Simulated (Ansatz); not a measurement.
Task: a comparison of functionals at one structure of InSe, space group R3m, with Ansatz 0.2.0 through its Python package. Give the script and its output. Use (first run): BLYP, PAW, cutoff 476 eV, 6×6×6 k-points, fixed occupations. The script varies functional: blyp, lda, pbesol.

```xyz
4
Lattice="2.0000 1.1547 8.4400 -2.0000 1.1547 8.4400 0.0000 -2.3094 8.4400" Properties=species:S:1:pos:R:3 pbc="T T T"
In    0.0000    0.0000    0.0000
In    0.0000    0.0000    2.8206
Se    0.0000    0.0000   15.6098
Se    0.0000    0.0000   20.9675
```

`xc_inse.py`:
```python
'''One structure of InSe under several functionals.'''

import warnings

import ansatz


def main() -> None:
    warnings.simplefilter('ignore', ansatz.DeckWarning)

    inse = (
        ansatz.Lattice.of((2.0, 1.15470054, 8.44), (-2.0, 1.15470054, 8.44), (0.0, -2.30940108, 8.44))
        .atom('In', (0.0, 0.0, 0.0))
        .atom('In', (0.1114, 0.1114, 0.1114))
        .atom('Se', (0.6165, 0.6165, 0.6165))
        .atom('Se', (0.8281, 0.8281, 0.8281))
    )

    setup = (
        inse.calculation()
        .basis(35 * ansatz.Ry)
        .kpoints(6, center='gamma')
        .occupations('fixed')
        .stress()
        .band_table()
    )

    rows = []
    for value in ['blyp', 'lda', 'pbesol']:
        rep = setup.functional(value).run().report
        rows.append((value, rep['free_energy_ev'] / len(rep['lattice']['sites']), rep['n_iterations'], sum(rep['stress_gpa'][i][i] for i in range(3)) / 3, rep['gap_by_band_count_ev'], rep['n_kpoints']))

    print('  functional   F/atom (eV)    iterations       P (GPa)  gap by band count (eV)      k-points')
    for row in rows:
        print(f'{str(row[0]):>12s}  {row[1]:12.5f}  {row[2]:12d}  {row[3]:12.3f}  {row[4]:22.3f}  {row[5]:12d}')


if __name__ == '__main__':
    main()
```

```console
$ python xc_inse.py
  functional   F/atom (eV)    iterations       P (GPa)  gap by band count (eV)      k-points
        blyp   -5547.51043             7         5.674                   0.375            32
         lda   -5420.67933             7        -1.473                   0.215            32
      pbesol   -5475.28770             7         0.183                   0.342            32
```

From lowest to highest: LDA (-1.5 GPa), PBEsol (0.2 GPa) and BLYP (5.7 GPa). At a fixed cell a lower pressure usually means a smaller equilibrium volume, so LDA prefers the smallest cell and BLYP the largest. Gaps by band count in the reports: BLYP 0.37 eV, LDA 0.22 eV and PBEsol 0.34 eV (Kohn-Sham values on this mesh, as a rule under measured gaps).

Semilocal gaps usually lie well under measured ones. Of the deposited cell: the entry's cell lengths or inner coordinates differ somewhat from later room-temperature determinations. Pressure is positive in compression. The starting cell is as deposited in a crystallographic database; the results hold for this polymorph, which needn't be the stable one. Gaps and levels are Kohn-Sham values on a finite set of k-points, without spin-orbit coupling. Total energies of different functionals can't be compared; pressures, moments and gaps at this one structure can. Run time: 40 s on 1 thread of Arm Neoverse V2, with other jobs on the host, peak memory 0.47 GiB.
